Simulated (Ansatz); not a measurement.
Runs of Ansatz 0.2.0 on BaTiO3. The typed cell holds 10 atoms: a = 3.964 Å, b = 5.669 Å, c = 5.729 Å, α = 93.55°, β = 92.29°, γ = 91.36°. 

| task | level | spin | U | cell | cutoff (eV) | hubbard projectors | double counting | points for each segment of the path | gap on the mesh (eV) | pressure (GPa) | relaxed volume (Å³/atom) | largest force (eV/Å) |
| --- | --- | --- | --- | --- | --- | --- | --- | --- | --- | --- | --- | --- |
| single point | PBE | off | - | as given | 350 | - | - | - | 1.62 | 3.0 | - | 0.26 |
| relaxation of cell and atoms | PBEsol+U | off | Ti d U = 1 eV | relaxed | 420 | ortho-atomic (the default) | fll (the default) | - | (a) | 0.0 | 12.68 | - |
| band structure | r2SCAN | SOC, no magnetisation | - | as given | 500 | - | - | 10 | (c) | -0.3 | - | 0.27 |
| relaxation of cell and atoms | r2SCAN+rVV10 | off | - | relaxed | 500 | - | - | - | 2.75 | 0.0 | 12.84 | 0.01 |
| single point | PBE | off | - | as given | 500 | - | - | - | 1.62 | (b) | - | 0.26 |

Alike in all rows: potentials or basis Ansatz PAW; k mesh 7 × 5 × 5; smearing fermi-dirac 0.05 eV.

**Question.** Estimate the missing entries.

**Answer.** (a) 2.32; (b) 2.9; (c) 1.96.

Caveats: odd divisions of the mesh miss points on the zone boundary, where band edges often lie, so the gap on the mesh can be too wide (some runs); spin-orbit coupling is left out, which moves the levels of the heavy elements (some runs); the PAW data sets come from PBE, with cores solved anew for the run's functional, which leaves a small shift of forces and pressure (some runs); the plane-wave basis is chosen anew once the cell has moved, so the energies of steps on either side of that aren't comparable (some runs); the pressure holds a Pulay correction of +6.2 GPa for the finite cutoff (some runs); the cutoff lies under the one recommended for these potentials (some runs).

A k mesh can miss the band edges, and rows without SOC leave out spin-orbit coupling on Ba.
